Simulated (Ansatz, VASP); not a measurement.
# One calculation of Cu, two programs

```xyz
1
Lattice="-1.4709 1.4709 1.4709 1.4709 -1.4709 1.4709 1.4709 1.4709 -1.4709" Properties=species:S:1:pos:R:3 pbc="T T T"
Cu    0.0000    0.0000    0.0000
```

Change from the starting cell: volume scaled by 1.06.

Alike in both runs: task single point; functional PBE; k mesh 16 × 16 × 16; occupations fermi-dirac, width 0.08 eV; no spin polarisation.

|  | VASP | Ansatz |
| --- | --- | --- |
| version | VASP 6.6.1 | Ansatz 0.2.0 |
| potentials or method | VASP PAW PBE potentials, release 64 (Cu), cutoff 520 eV | all-electron LAPW, scalar-relativistic |

|  | VASP | Ansatz | Ansatz less VASP |
| --- | --- | --- | --- |
| pressure (GPa) | -6.4 | -7.0 | -0.63 |

Ansatz ran all-electron here, so the differences hold the error of VASP's frozen core and of both bases.
